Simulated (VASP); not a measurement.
Input of a VASP 6.6.1 run:

The input INCAR:

```
SYSTEM = TiB2
PREC = Accurate
ENCUT = 600
EDIFF = 1E-7
ISMEAR = 0
SIGMA = 0.1
LREAL = .False.
LASPH = .True.
NELM = 80
ALGO = Normal
ISIF = 2
LWAVE = .False.
LCHARG = .False.
GGA = PE
NBANDS = 16
```

KPOINTS

```
Automatic mesh
0
Gamma
  12 12 10
  0 0 0
```

Contents of POSCAR:

```
TiB2
1.0
    3.0292000000      0.0000000000      0.0000000000
   -1.5146000000      2.6233641500      0.0000000000
    0.0000000000      0.0000000000      3.2284000000
Ti B
1 2
Direct
    0.0000000000      0.0000000000      0.0000000000
    0.3333333300      0.6666666700      0.5000000000
    0.6666666700      0.3333333300      0.5000000000
```

Potentials or basis: VASP PAW PBE potentials, release 64 (Ti_sv, B).

Command:

```sh
$ cat potpaw_PBE.64/Ti_sv/POTCAR potpaw_PBE.64/B/POTCAR > POTCAR
$ mpirun -np 1 vasp_std > vasp.out
```

(1) Predict the pressure.

(2) Predict the band gap on the k mesh.

Answers

(1) 0.4 GPa.

(2) none (metal or under the smearing width).
